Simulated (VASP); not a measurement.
CdTe: single point with PBEsol

**The experiment to reproduce.**

A printed reference work, data compilation reports, for a bulk crystal of CdTe at 0 K: band gap 1.607 eV.

Crystal: CdTe.

```xyz
2
Lattice="0.0000 3.2050 3.2050 3.2050 0.0000 3.2050 3.2050 3.2050 0.0000" Properties=species:S:1:pos:R:3 pbc="T T T"
Cd    0.0000    0.0000    0.0000
Te    1.6025    1.6025    1.6025
```

| Item | Value |
| --- | --- |
| Program | VASP 6.6.1 |
| Task | single point |
| Functional | PBEsol |
| Potentials or basis | VASP PAW PBE potentials, release 64 (Cd, Te) |
| Cutoff | 500 eV |
| k mesh | 5 × 5 × 5 |
| Occupations | gaussian, width 0.01 eV |
| Spin | no spin polarisation |

```json
{
  "Pressure": "1.9 GPa",
  "Band gap on the k mesh": "0.76 eV, direct"
}
```

Levels at points of the mesh, in eV from the valence-band top:
```
           k point  band 7  band 8  band 9  band 10  band 11  band 12
(0.00, 0.00, 0.00)    0.00    0.00    0.00     0.76     4.51     4.51
```

It took 15 s on 1 thread of Intel Xeon 6975P-C (shared host), peak memory 0.2 GiB.

Measured gap of CdTe: 1.607 eV (0 K; a printed reference work, data compilation). This calculation gives 0.76 eV (-0.85 eV). Spin-orbit coupling on Cd, Te is left out. The value is that of PBEsol, without temperature or zero-point motion. Semilocal functionals fall short of measured gaps as a rule.

Caveat: the PAW data sets were made with another functional, which shifts forces and pressure a little; spin-orbit coupling is left out, which moves the levels of the heavy elements.
